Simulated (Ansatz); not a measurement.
# AlN: stress in a strained cell

Aim: deform AlN (equal xy, yz and zx engineering shear strains of -2 %) and compute stress, forces and field gradients with LAPW, PAW and all-electron datasets made for the crystal.

Method: DFT PBEsol, scalar-relativistic, in Ansatz 0.2.0.

## (1) The starting structure

Symmetry: P6_3mc, No. 186, hexagonal system. The conventional cell has a = 3.111 Å, b = 3.111 Å, c = 4.978 Å, α = 90.00°, β = 90.00°, γ = 120.00°. Al (site symmetry 3m) has 4 N at 1.89 to 1.92 Å as nearest neighbours. Around N (site symmetry 3m) lie 4 Al at 1.89 to 1.92 Å.

Coordinates:

```cif
data_structure
_symmetry_space_group_name_H-M 'P6_3mc'
_symmetry_Int_Tables_number 186
_cell_length_a 3.1110
_cell_length_b 3.1110
_cell_length_c 4.9780
_cell_angle_alpha 90.000
_cell_angle_beta 90.000
_cell_angle_gamma 120.000
_cell_volume 41.72
loop_
_atom_site_label
_atom_site_type_symbol
_atom_site_symmetry_multiplicity
_atom_site_Wyckoff_symbol
_atom_site_fract_x
_atom_site_fract_y
_atom_site_fract_z
_atom_site_occupancy
Al1 Al 2 b 0.33333 0.66667 0.00000 1
N1 N 2 b 0.33333 0.66667 0.38500 1
```

The file gives the conventional cell by its symmetry; the runs use the cell typed in the input.

Atoms are numbered in the order of the input: Al1, Al2, N3, N4.

## (2) The deformed structure

Space group P6_3mc before, P1 after.

## (3) All-electron LAPW

input.yaml reads:

```yaml
crystal:
  lattice:
    - [3.1110021516, -0.0311100215, -0.0311100215]
    - [-1.5824431447, 2.7097619053, -0.0113870582]
    - [-0.04978, -0.04978, 4.978]
  atoms:
    - { symbol: Al, position: [0.3333333333, 0.6666666667, 0.0] }
    - { symbol: Al, position: [0.6666666667, 0.3333333333, 0.5] }
    - { symbol: "N", position: [0.3333333333, 0.6666666667, 0.385] }
    - { symbol: "N", position: [0.6666666667, 0.3333333333, 0.885] }
kpoints:
  mp_grid: { grid: [11, 11, 6] }
  band_path:
    path:
      - [0.0, 0.0, 0.0]
      - [0.0, 0.0, 0.5]
      - [-0.5, 0.5, 0.0]
      - [0.0, 0.0, 0.0]
      - [0.0, -0.5, 0.0]
      - [-0.5, 0.0, 0.5]
      - [0.0, 0.0, 0.0]
      - [-0.5, 0.0, 0.0]
      - [0.0, -0.5, 0.5]
    npoints: 5
scf:
  occupations: { method: fermi_dirac, width: 0.02 }
hamiltonian:
  xc: pbesol
  pseudopotentials: { kind: all_electron, lapw: { basis_error: 0.001 } }
output:
  forces: true
  stress: true
  eigenvalues: true
```

The run is started by

```
$ ansatz run input.yaml --threads 1 --pin off --max-ram 6144MiB --backend cpu --events-out ev --progress --plain --runs-dir out
```

What it wrote (excerpt; [...] marks lines left out):

```text
LAPW: plane waves up to 10.166 Å⁻¹, error target 1.0e-3 eV per atom; small_component_spin mean_spin; N in spheres of 0.888 Å, 7 of its electrons in bands, Dirac shells []; Al in spheres of 0.968 Å, 11 of its electrons in bands, Dirac shells []
[...]
Pseudopotentials: kind: all_electron
Pseudopotential: Al, LAPW, valence charge 11, Koelling and Harmon's equation, gaussian nucleus
Pseudopotential: N, LAPW, valence charge 7, Koelling and Harmon's equation, gaussian nucleus
Functional definition: PBEsol
[...]
Crystal: 4 atoms, lattice volume = 41.711 Å³
Basis set: ecut = 393.7268655353891 eV, 727 PW (Γ), FFT grids on a1+a2, −a1, a3, exchange–correlation at level 2
Bands: 22, of which v1, the nominal top of the filled ones, is band 18 counted from 1 (17 counted from 0)
Symmetry: 1 space group operations
Space group: P1 (ITA 1), of the structure as read, at distance tolerance 3.5e-5 Å
k-points: 364 of 726 (time reversal used)
[...]
SCF iter   1: F=—  HF=-16168.863768 eV  |F-HF|=—  |Δ(HF+E_count)|=         —  Δρ=1.48e-1  dr2=1.10e1  ethr=3.06e-2  ⟨swp⟩=2.0  Hψ=55181  notcnv=0
[...]
the basis was enlarged: its passes take 518.2 KiB over the memory plan, 1 of 1 planned eigensolver slots
[...]
SCF iter   9: F=-16164.240138 eV  HF=-16164.240138 eV  |F-HF|=3.52e-9  |Δ(HF+E_count)|=   4.67e-8  Δρ=4.96e-6  dr2=6.66e-9  ethr=2.64e-10  ⟨swp⟩=3.0  Hψ=24058  notcnv=0
[...]
NSCF: frozen V_eff on 41 k-points
SCF converged after 9 iterations
Free energy (F): -16164.240138 eV
[...]
E sigma→0 (E₀):  -16164.240138 eV
Fermi energy:    10.711416 eV
[...]
--- Forces (eV/Å), atoms counted from 1 ---
  atom   1  Al     0.31859257     0.12487765     0.19396417
  atom   2  Al    -0.08313821     0.10946874     0.17980059
  atom   3  N      0.11665977    -0.10956853    -0.17820388
  atom   4  N     -0.35211255    -0.12477486    -0.19556481
[...]
--- Stress (GPa, compression-positive) ---
        1.202223       3.545585       2.531172
        3.545585       1.200319       2.526557
        2.531172       2.526557      -0.759432
  P = ⅓ Tr σ = 0.5477 GPa (5.477 kbar)
--- Band table (eV; the first three rows and the last of 364) ---
  k-point 0: bands = ["-363.5115", "-363.5105", "-91.5598", "-91.5579", "-53.2594", "-53.2482", "-53.2370", "-53.2355", "-53.2314", "-53.2309", "-6.5751", "-4.3822", "2.5605", "7.6513", "7.7612", "8.3164", "8.3956", "8.6825", "12.7330", "15.1699", "19.1196", "19.4636"]
[...]
```

Wall time 4.5 min (1 thread of Arm Neoverse V1, shared host); peak memory 1.2 GiB.

Read from it: pressure 0.55 GPa; gap 4.05 eV, direct at Γ; largest force 0.422 eV/Å.

## (4) PAW with frozen cores

input.yaml reads:

```yaml
crystal:
  lattice:
    - [3.1110021516, -0.0311100215, -0.0311100215]
    - [-1.5824431447, 2.7097619053, -0.0113870582]
    - [-0.04978, -0.04978, 4.978]
  atoms:
    - { symbol: Al, position: [0.3333333333, 0.6666666667, 0.0] }
    - { symbol: Al, position: [0.6666666667, 0.3333333333, 0.5] }
    - { symbol: "N", position: [0.3333333333, 0.6666666667, 0.385] }
    - { symbol: "N", position: [0.6666666667, 0.3333333333, 0.885] }
kpoints:
  mp_grid: { grid: [11, 11, 6] }
scf:
  occupations: { method: fermi_dirac, width: 0.02 }
hamiltonian:
  xc: pbesol
  pseudopotentials: { kind: paw }
output:
  forces: true
  stress: true
  eigenvalues: true
  efg: { contact_densities: true }
  write_density: true
  write_potential: true
  elf: true
  volumetric_format: npy
```

The run is started by

```
$ ansatz run input.yaml --threads 1 --pin off --max-ram 6144MiB --backend cpu --events-out ev --progress --plain --runs-dir out
```

What it wrote (excerpt; [...] marks lines left out):

```text
[...]
Pseudopotentials: kind: paw
Pseudopotential: Al, paw, valence charge 3, recommended cutoff 420 eV (normal)
Pseudopotential: N, paw, valence charge 5, recommended cutoff 420 eV (normal)
[... 1 set-up line as earlier in the session ...]
[...]
Crystal: 4 atoms, lattice volume = 41.711 Å³
Basis set: ecut = 420 eV, 815 PW (Γ), exchange–correlation on 48×48×72 points (8 copies of the dense FFT grid, shifted against one another)
Bands: 12, of which v1, the nominal top of the filled ones, is band 8 counted from 1 (7 counted from 0)
[... 2 set-up lines as earlier in the session ...]
k-points: 364 of 726 (time reversal used)
[...]
SCF iter   1: F=—  HF=-1811.905068 eV  |F-HF|=—  |Δ(HF+E_count)|=         —  Δρ=1.04e-2  dr2=4.78e-2  ethr=1.77e-3  ⟨swp⟩=6.2  Hψ=30242  notcnv=0
[...]
        2.528177       2.523384      -0.634704
  P = ⅓ Tr σ = 0.6876 GPa (6.876 kbar)
--- PAW observables at the nuclei: V_zz in 10²¹ V/m², potentials from the cell's mean, atoms counted from 1 ---
  atom   1  Al V_zz =    +0.869345   η = 0.9891   by run symmetry: allowed
            electrostatic potential = -1231.353208 V   contact ρ = 10040.083232 e/Å³
  atom   2  Al V_zz =    +0.884078   η = 0.4260   by run symmetry: allowed
            electrostatic potential = -1231.347889 V   contact ρ = 10040.074066 e/Å³
  atom   3  N  V_zz =    -0.429528   η = 0.0473   by run symmetry: allowed
            electrostatic potential = -516.293444 V   contact ρ = 1402.631978 e/Å³
  atom   4  N  V_zz =    -0.502160   η = 0.0756   by run symmetry: allowed
            electrostatic potential = -516.295413 V   contact ρ = 1402.634254 e/Å³
--- Band table (eV; the first three rows and the last of 364) ---
  k-point 0: bands = ["-8.0972", "-5.9115", "1.0346", "6.1187", "6.2288", "6.7813", "6.8605", "7.1481", "11.1883", "13.6379", "17.5822", "17.9339"]
[...]
```

Wall time 29 s (1 thread of Arm Neoverse V1, shared host); peak memory 0.49 GiB.

This run gives: pressure 0.69 GPa; gap on the k mesh 4.04 eV; largest force 0.422 eV/Å; Vzz Al1 0.87 (η = 0.99), Al2 0.88 (η = 0.43), N3 -0.43 (η = 0.05), N4 -0.50 (η = 0.08) (10²¹ V/m²).

Density in a lattice plane of the grid's cell (edges 3.11 and 4.98 Å, at 0.333 of the third edge), which holds Al and N.

Ten even steps from '0' (0.06 e/Å³) to '9' (3.58 e/Å³):
```
00000124788631
10000125999842
00000125899741
00000013677421
00000011333210
00000001111100
00000000000000
00000000000000
00000000000000
00000000000000
01111000000000
11111000000000
01111000000000
00000000000000
00000000000000
00000000000000
00000000000000
00000000000000
00000001111110
00000012344321
```
Columns run along the first of these edges and rows up along the second, over one cell in 14 and 20 even steps from the bottom left corner. Atoms in the plane (fractional): Al at (0.67, 0.50), N at (0.67, 0.88).

ELF in the same plane.

Ten even steps from ' ' (0.01) to '@' (0.86):
```
%%==::::**%%@@@@##++**%%@@@@
%%==::::**%%@@@@++..::**@@@@
##==::::++%%@@@@**::--##@@@@
**--....==##%%@@%%%%%%@@@@%%
==::....::++##@@@@@@@@@@%%##
::..    ..--**%%@@@@@@@@##++
..........::--++######**==::
::::::::::::....        ....
==++++++++==..            ::
##########**--          ..++
%%%%%%%%%%##++..        ::**
%%%%%%%%%%%%**::      ..==##
####%%%%####++--..    ..==**
**######**++==::..  ....--++
==++****++==::....    ....--
::--====--::....        ....
..::::::::......::::::......
::........::--==++++++++==--
==::....--++####%%%%%%%%##**
##==..::==##@@@@@@@@@@@@@@@@
```
Columns run along the first of these edges and rows up along the second, over one cell in 14 and 20 even steps from the bottom left corner. Atoms in the plane (fractional): Al at (0.67, 0.50), N at (0.67, 0.88).

Both are smooth fields of the valence electrons: close to the nuclei they are not physical.

Outside the cores ELF peaks at 0.89 on the N–Al line, 0.8 Å from N.

## (5) Datasets made for this crystal

input.yaml, as its differences from that of step 4:

```diff
@@ -16,3 +16,3 @@
   xc: pbesol
-  pseudopotentials: { kind: paw }
+  pseudopotentials: { kind: all_electron, datasets: crystal }
 output:
@@ -22,5 +22 @@
   efg: { contact_densities: true }
-  write_density: true
-  write_potential: true
-  elf: true
-  volumetric_format: npy
```

The run is started by

```
$ ansatz run input.yaml --threads 1 --pin off --max-ram 6144MiB --backend cpu --events-out ev --progress --plain --runs-dir out
```

What it wrote (excerpt; [...] marks lines left out):

```text
[...]
[... 1 set-up line as earlier in the session ...]
Pseudopotential: Al, paw, valence charge 11, recommended cutoff 380 eV (normal), Koelling and Harmon's equation, gaussian nucleus
Pseudopotential: N, paw, valence charge 5, recommended cutoff 380 eV (normal), Koelling and Harmon's equation, gaussian nucleus
[... 1 set-up line as earlier in the session ...]
[...]
Crystal: 4 atoms, lattice volume = 41.711 Å³
Basis set: ecut = 380 eV, 693 PW (Γ), exchange–correlation on 48×48×72 points (8 copies of the dense FFT grid, shifted against one another)
Bands: 12, of which v1, the nominal top of the filled ones, is band 8 counted from 1 (7 counted from 0)
[... 2 set-up lines as earlier in the session ...]
k-points: 364 of 726 (time reversal used)
[...]
        2.531268       2.526586      -0.761101
  P = ⅓ Tr σ = 0.5462 GPa (5.462 kbar)
  It holds what live shells' own plane waves past their cutoff add
--- PAW observables at the nuclei: V_zz in 10²¹ V/m², potentials from the cell's mean, atoms counted from 1 ---
  atom   1  Al V_zz =    +0.862883   η = 0.9525   by run symmetry: allowed
            electrostatic potential = -1229.788112 V   contact ρ = 10046.085984 e/Å³
  atom   2  Al V_zz =    +0.882114   η = 0.4185   by run symmetry: allowed
            electrostatic potential = -1229.784967 V   contact ρ = 10046.077212 e/Å³
  atom   3  N  V_zz =    -0.420910   η = 0.0339   by run symmetry: allowed
            electrostatic potential = -515.510356 V   contact ρ = 1402.872696 e/Å³
  atom   4  N  V_zz =    -0.495423   η = 0.0650   by run symmetry: allowed
            electrostatic potential = -515.512151 V   contact ρ = 1402.875035 e/Å³
--- Band table (eV; the first three rows and the last of 364) ---
  k-point 0: bands = ["-6.5751", "-4.3822", "2.5605", "7.6513", "7.7612", "8.3164", "8.3955", "8.6825", "12.7330", "15.1699"]
[...]
```

It took 70 s on 1 thread of Arm Neoverse V1, shared host; peak memory 1.4 GiB.

Read from it: pressure 0.55 GPa; gap on the k mesh 4.05 eV; largest force 0.422 eV/Å; Vzz Al1 0.86 (η = 0.95), Al2 0.88 (η = 0.42), N3 -0.42 (η = 0.03), N4 -0.50 (η = 0.07) (10²¹ V/m²).

## (6) Side by side

Stress (GPa, compression positive):

| method | xx | yy | zz | yz | xz | xy |
| --- | --- | --- | --- | --- | --- | --- |
| LAPW | 1.20 | 1.20 | -0.76 | 2.53 | 2.53 | 3.55 |
| PAW | 1.35 | 1.35 | -0.63 | 2.52 | 2.53 | 3.55 |
| crystal datasets | 1.20 | 1.20 | -0.76 | 2.53 | 2.53 | 3.55 |

Forces (eV/Å):

| atom | LAPW x | LAPW y | LAPW z | PAW x | PAW y | PAW z | crystal datasets x | crystal datasets y | crystal datasets z |
| --- | --- | --- | --- | --- | --- | --- | --- | --- | --- |
| Al1 | 0.319 | 0.125 | 0.194 | 0.319 | 0.125 | 0.193 | 0.319 | 0.125 | 0.194 |
| Al2 | -0.083 | 0.109 | 0.180 | -0.083 | 0.110 | 0.179 | -0.083 | 0.109 | 0.180 |
| N3 | 0.117 | -0.110 | -0.178 | 0.117 | -0.110 | -0.178 | 0.117 | -0.110 | -0.178 |
| N4 | -0.352 | -0.125 | -0.196 | -0.352 | -0.125 | -0.195 | -0.352 | -0.125 | -0.196 |

```
          method  pressure (GPa)  gap on the k mesh (eV)  largest force (eV/Å)  Vzz Al1 (10²¹ V/m²)  Vzz Al2 (10²¹ V/m²)  Vzz N3 (10²¹ V/m²)  SCF cycles, all passes
            LAPW            0.55                    4.05                 0.422                    –                    –                   –                       9
             PAW            0.69                    4.04                 0.422                 0.87                 0.88               -0.43                       6
crystal datasets            0.55                    4.05                 0.422                 0.86                 0.88               -0.42                       9
```

## (7) Outcome

| quantity | value |
| --- | --- |
| pressure | LAPW 0.55, PAW 0.69, crystal datasets 0.55 GPa |
| largest shear or deviatoric stress (LAPW) | 3.55 GPa |

In words: The largest part of the stress beyond the pressure is 3.55 GPa in size, in the xy component; the atoms are carried along and not relaxed. No run of the undeformed cell stands beside it, so the pressure holds what the given cell had before the change. PAW: stress within 0.15 GPa of LAPW, forces within 1 meV/Å. Crystal datasets: stress within 0.01 GPa of LAPW, forces within 1 meV/Å.
